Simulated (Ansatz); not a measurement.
## BN: relaxation of cell and atoms with BLYP

BN:

```xyz
2
Lattice="0.0000 1.8130 1.8130 1.8130 0.0000 1.8130 1.8130 1.8130 0.0000" Properties=species:S:1:pos:R:3 pbc="T T T"
N     0.9065    0.9065    0.9065
B     0.0000    0.0000    0.0000
```

The cell is a database's computed one.

* Program: Ansatz 0.2.0
* Task: relaxation of cell and atoms
* Functional: BLYP
* Potentials or basis: Ansatz PAW
* Cutoff: 420 eV (not typed: the program's choice for these potentials)
* k mesh: 13 × 13 × 13
* Occupations: fermi-dirac, width 0.05 eV
* Spin: no spin polarisation

```
Relaxed volume                         : 6.06 Å³/atom
Relaxed cell                           : a = 2.579 Å, b = 2.579 Å, c = 2.579 Å, α = 60.00°, β = 60.00°, γ = 60.00°
Space group after relaxing (to 0.05 Å) : F-43m (No. 216)
Energy gained by relaxing              : 2.0 meV/atom
Ionic steps                            : 7
Pressure after relaxing                : 0.0 GPa
Band gap on the k mesh                 : 4.91 eV, indirect (least direct gap 8.79 eV)
```

The path:
```csv
step,energy change (eV),largest force (eV/Å),volume (Å³)
1,0.0000,0.0000,11.92
2,-0.0024,0.0000,12.04
3,-0.0025,0.0000,12.12
4,-0.0025,0.0000,12.12
5,-0.0039,0.0000,12.12
6,-0.0038,0.0000,12.13
7,-0.0040,0.0000,12.13
```

Final structure:
```xyz
2
Lattice="0.0000 1.8235 1.8235 1.8235 0.0000 1.8235 1.8235 1.8235 0.0000" Properties=species:S:1:pos:R:3 pbc="T T T"
N     0.9118    0.9118    0.9118
B     0.0000    0.0000    0.0000
```

Levels at points of the mesh, in eV from the valence-band top:
| k point | band 1 | band 2 | band 3 | band 4 | band 5 | band 6 | band 7 | band 8 |
| --- | --- | --- | --- | --- | --- | --- | --- | --- |
| (0.00, 0.00, 0.00) | -19.73 | 0.00 | 0.00 | 0.00 | 8.79 | 8.79 | 8.79 | 10.20 |

Wall time 3.9 s on 2 threads of Arm Neoverse V2, with other jobs on the host, peak memory 0.27 GiB.

Caveat: odd divisions of the mesh miss points on the zone boundary, where band edges often lie, so the gap on the mesh can be too wide; the plane-wave basis is chosen anew once the cell has moved, so the energies of steps on either side of that aren't comparable; the pressure holds a Pulay correction of +1.2 GPa for the finite cutoff; the PAW data sets come from PBE, with cores solved anew for the run's functional, which leaves a small shift of forces and pressure. A k mesh can miss the band edges.
